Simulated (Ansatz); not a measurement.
CaO:

```
CELL_PARAMETERS angstrom
0.00000 2.40356 2.40356
2.40356 0.00000 2.40356
2.40356 2.40356 0.00000
ATOMIC_POSITIONS crystal
Ca 0.00000 0.00000 0.00000
O 0.50000 0.50000 0.50000
```

The cell is a database's computed one.

Base run:

| Item | Value |
| --- | --- |
| Program | Ansatz 0.2.0 |
| Functional | PBEsol |
| Potentials or basis | Ansatz PAW |
| Cutoff | 420 eV |
| Density cutoff | 1680 eV |
| k mesh | 6 × 6 × 6 |
| Occupations | fermi-dirac, width 0.05 eV |
| Spin | no spin polarisation |

Its results: band gap on the k mesh 3.56 eV, indirect (least direct gap 3.93 eV); pressure -2.7 GPa.

**Question.** The run is repeated on the same cell with these changes: functional from PBEsol to LDA. What comes out?

**Answer.** Band gap on the k mesh 3.49 eV, indirect (least direct gap 3.86 eV); pressure -7.0 GPa.

LDA binds more tightly than PBEsol, so the same cell stands under less pressure.

Caveats: the PAW data sets come from PBE, with cores solved anew for the run's functional, which leaves a small shift of forces and pressure; the density of states is complete only up to the lowest level of the last band computed.

A k mesh can miss the band edges.

Not every run made on this cell is shown here.
